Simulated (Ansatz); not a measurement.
## What strain does to C (diamond)

C (diamond), relaxed with r2SCAN in Ansatz 0.2.0. Space group Fd-3m (No. 227), cubic; a = 3.560 Å in the conventional setting, 5.64 Å³ an atom. Around C lie 4 C at 1.54 Å.

The axes x, y and z are those of this cell:
```xyz
2
Lattice="0.0000 1.7801 1.7801 1.7801 0.0000 1.7801 1.7801 1.7801 0.0000" Properties=species:S:1:pos:R:3 pbc="T T T"
C     0.0000    0.0000    0.0000
C     0.8901    0.8901    0.8901
```

Unstrained: The PBE gap is indirect, 4.148 eV (Γ to Γ–X (0.73 of the way from Γ)), below the direct gap of 5.609 eV at Γ. r2SCAN gives an indirect gap of 4.361 eV, from Γ to Γ–X (0.73 of the way from Γ); the least direct gap is 5.896 eV at Γ. HSE06 gives an indirect gap of 5.300 eV, from Γ to Γ–X (0.73 of the way from Γ); the least direct gap is 6.994 eV at Γ. Meshes: PBE 12×12×12, r2SCAN 12×12×12, HSE06 8×8×8. Strains are changes of length per length. After each strain the atoms were relaxed again with r2SCAN within the symmetry that the strain leaves, so tilts or polar shifts that break it weren't tested; points keep the names that they have in the unstrained zone. No spin polarisation and no zero-point or thermal motion.

Changes of the least gap in eV (an overlap counts as a negative gap):
```tsv
strain	volume change (%)	space group	PBE	r2SCAN	HSE06	energy rise, r2SCAN (meV/atom)
isotropic +1.5 % on every length	+4.6	Fd-3m	-0.094	-0.104	-0.108	15.4
uniaxial -4.83 % along [111]	-4.8	R-3m	-0.163	-0.155	-0.142	56.1
uniaxial -3.87 % along z	-3.9	I4_1/amd	-0.944	-0.989	–	30.4
```

Isotropic +1.5 % on every length. HSE06: the gap goes from 5.300 to 5.192 eV (-0.108 eV); the edges go from Γ → Γ–X (0.73) to Γ → Γ–X (0.72). Stress change with r2SCAN, compression positive: xx -18.55, yy -18.55, zz -18.55 GPa.

Uniaxial -4.83 % along [111], other directions held. HSE06: the gap goes from 5.300 to 5.158 eV (-0.142 eV); the edges go from Γ → Γ–X (0.73) to Γ → (0.004, 0.402, 0.402); with r2SCAN the top three valence levels at Γ, degenerate before, become 1+2 from the top over 195 meV. Stress change with r2SCAN, compression positive: xx +25.59, yy +25.59, zz +25.59, xy +21.83, xz +21.83, yz +21.83 GPa.

Uniaxial -3.87 % along z, other directions held. r2SCAN: the gap goes from 4.361 to 3.372 eV (-0.989 eV); the edges go from Γ → Γ–X (0.73) to Γ → Γ–X (0.74); with r2SCAN the top three valence levels at Γ, degenerate before, become 1+2 from the top over 616 meV. Stress change with r2SCAN, compression positive: xx +6.11, yy +6.11, zz +45.27 GPa.

Where an edge lies off the special points, it is a point of the mesh or the k point where a search put PBE's edge or least direct gap, reused for the other functionals, whose own edges may lie a little apart.

Coordinates of k points refer to the reciprocal vectors of the primitive cell of the runs.

The meshes of the hybrids are coarse, so their gaps aren't converged to the digits shown.

The splittings at Γ are without spin-orbit coupling, which regroups them where it is of like size or larger.
